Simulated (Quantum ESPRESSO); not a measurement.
Wanted: the native input for a Quantum ESPRESSO 7.5 run.

```yaml
Task: band structure
Functional: PBE
Potentials_or_basis: SSSP 1.3 efficiency PBE
Cutoff: 748 eV
Density_cutoff: 5987 eV
k_mesh: 8 × 8 × 3
Occupations: fermi-dirac, width 0.05 eV
Spin: no spin polarisation
Mixing_beta: 0.5
Most_SCF_iterations: 120
SCF_threshold: 1.6e-09 Ry
```

The system is ZnS (Wurtzite-4H).

```
Zn S
1.0
     3.82270    0.00000    0.00000
    -1.91135    3.31056    0.00000
     0.00000    0.00000   12.52000
Zn S
4 4
Direct
  0.66667 0.33333 0.75000
  0.33333 0.66667 0.25000
  0.00000 0.00000 0.50000
  0.00000 0.00000 0.00000
  0.66667 0.33333 0.93750
  0.33333 0.66667 0.43750
  0.00000 0.00000 0.68750
  0.00000 0.00000 0.18750
```

These files were run (other wordings do the same):

pw.in

```
&CONTROL
  calculation = 'scf'
  prefix = 'pwscf'
  outdir = './tmp'
  pseudo_dir = './pseudo'
  tprnfor = .true.
  tstress = .true.
  disk_io = 'low'
/
&SYSTEM
  ibrav = 0
  nat = 8
  ntyp = 2
  ecutwfc = 55
  ecutrho = 440
  nbnd = 67
  occupations = 'smearing'
  smearing = 'fd'
  degauss = 0.00367493
/
&ELECTRONS
  conv_thr = 1.6d-09
  electron_maxstep = 120
  mixing_beta = 0.5
/
ATOMIC_SPECIES
Zn    65.3800 Zn_pbe_v1.uspp.F.UPF
S     32.0600 s_pbe_v1.4.uspp.F.UPF
CELL_PARAMETERS angstrom
   3.8227000000    0.0000000000    0.0000000000
  -1.9113500000    3.3105553110    0.0000000000
   0.0000000000    0.0000000000   12.5200000000
ATOMIC_POSITIONS angstrom
Zn     1.9113500002    1.1035184369    9.3900000000
Zn    -0.0000000002    2.2070368741    3.1300000000
Zn     0.0000000000    0.0000000000    6.2600000000
Zn     0.0000000000    0.0000000000    0.0000000000
S      1.9113500002    1.1035184369   11.7375000000
S     -0.0000000002    2.2070368741    5.4775000000
S      0.0000000000    0.0000000000    8.6075000000
S      0.0000000000    0.0000000000    2.3475000000
K_POINTS automatic
8 8 3 0 0 0
```

bands.in

```
&CONTROL
  calculation = 'bands'
  prefix = 'pwscf'
  outdir = './tmp'
  pseudo_dir = './pseudo'
  disk_io = 'low'
  verbosity = 'high'
/
&SYSTEM
  ibrav = 0
  nat = 8
  ntyp = 2
  ecutwfc = 55
  ecutrho = 440
  nbnd = 67
  occupations = 'smearing'
  smearing = 'fd'
  degauss = 0.00367493
/
&ELECTRONS
  conv_thr = 1d-08
  electron_maxstep = 120
  mixing_beta = 0.5
  diago_full_acc = .true.
/
ATOMIC_SPECIES
Zn    65.3800 Zn_pbe_v1.uspp.F.UPF
S     32.0600 s_pbe_v1.4.uspp.F.UPF
CELL_PARAMETERS angstrom
   3.8227000000    0.0000000000    0.0000000000
  -1.9113500000    3.3105553110    0.0000000000
   0.0000000000    0.0000000000   12.5200000000
ATOMIC_POSITIONS angstrom
Zn     1.9113500002    1.1035184369    9.3900000000
Zn    -0.0000000002    2.2070368741    3.1300000000
Zn     0.0000000000    0.0000000000    6.2600000000
Zn     0.0000000000    0.0000000000    0.0000000000
S      1.9113500002    1.1035184369   11.7375000000
S     -0.0000000002    2.2070368741    5.4775000000
S      0.0000000000    0.0000000000    8.6075000000
S      0.0000000000    0.0000000000    2.3475000000
K_POINTS crystal
60
 0.0000000000  0.0000000000  0.0000000000 1
 0.0555555556  0.0000000000  0.0000000000 1
 0.1111111111  0.0000000000  0.0000000000 1
 0.1666666667  0.0000000000  0.0000000000 1
 0.2222222222  0.0000000000  0.0000000000 1
 0.2777777778  0.0000000000  0.0000000000 1
 0.3333333333  0.0000000000  0.0000000000 1
 0.3888888889  0.0000000000  0.0000000000 1
 0.4444444444  0.0000000000  0.0000000000 1
 0.5000000000  0.0000000000  0.0000000000 1
 0.4666666667  0.0666666667  0.0000000000 1
 0.4333333333  0.1333333333  0.0000000000 1
 0.4000000000  0.2000000000  0.0000000000 1
 0.3666666667  0.2666666667  0.0000000000 1
 0.3333333333  0.3333333333  0.0000000000 1
 0.3000000000  0.3000000000  0.0000000000 1
 0.2666666667  0.2666666667  0.0000000000 1
 0.2333333333  0.2333333333  0.0000000000 1
 0.2000000000  0.2000000000  0.0000000000 1
 0.1666666667  0.1666666667  0.0000000000 1
 0.1333333333  0.1333333333  0.0000000000 1
 0.1000000000  0.1000000000  0.0000000000 1
 0.0666666667  0.0666666667  0.0000000000 1
 0.0333333333  0.0333333333  0.0000000000 1
 0.0000000000  0.0000000000  0.0000000000 1
 0.0000000000  0.0000000000  0.2500000000 1
 0.0000000000  0.0000000000  0.5000000000 1
 0.0555555556  0.0000000000  0.5000000000 1
 0.1111111111  0.0000000000  0.5000000000 1
 0.1666666667  0.0000000000  0.5000000000 1
 0.2222222222  0.0000000000  0.5000000000 1
 0.2777777778  0.0000000000  0.5000000000 1
 0.3333333333  0.0000000000  0.5000000000 1
 0.3888888889  0.0000000000  0.5000000000 1
 0.4444444444  0.0000000000  0.5000000000 1
 0.5000000000  0.0000000000  0.5000000000 1
 0.4666666667  0.0666666667  0.5000000000 1
 0.4333333333  0.1333333333  0.5000000000 1
 0.4000000000  0.2000000000  0.5000000000 1
 0.3666666667  0.2666666667  0.5000000000 1
 0.3333333333  0.3333333333  0.5000000000 1
 0.3076923077  0.3076923077  0.5000000000 1
 0.2820512821  0.2820512821  0.5000000000 1
 0.2564102564  0.2564102564  0.5000000000 1
 0.2307692308  0.2307692308  0.5000000000 1
 0.2051282051  0.2051282051  0.5000000000 1
 0.1794871795  0.1794871795  0.5000000000 1
 0.1538461538  0.1538461538  0.5000000000 1
 0.1282051282  0.1282051282  0.5000000000 1
 0.1025641026  0.1025641026  0.5000000000 1
 0.0769230769  0.0769230769  0.5000000000 1
 0.0512820513  0.0512820513  0.5000000000 1
 0.0256410256  0.0256410256  0.5000000000 1
 0.0000000000  0.0000000000  0.5000000000 1
 0.5000000000  0.0000000000  0.5000000000 1
 0.5000000000  0.0000000000  0.2500000000 1
 0.5000000000  0.0000000000  0.0000000000 1
 0.3333333333  0.3333333333  0.0000000000 1
 0.3333333333  0.3333333333  0.2500000000 1
 0.3333333333  0.3333333333  0.5000000000 1
```

Potentials or basis: SSSP 1.3 efficiency PBE.

Launch:

```console
$ OMP_NUM_THREADS=1 mpirun -n 2 pw.x -nk 2 -in pw.in > pw.out
$ OMP_NUM_THREADS=1 mpirun -n 2 pw.x -nk 2 -in bands.in > bands.out
```

It gave:

* Pressure: 1.3 GPa
* Largest force: 0.043 eV/Å
* Band gap on the k mesh: 2.12 eV, direct
* Band gap along the path: 2.12 eV, direct

It took 6.9 min on 2 MPI ranks on Arm Neoverse V2, with other jobs on the host, peak memory 0.96 GiB a rank.
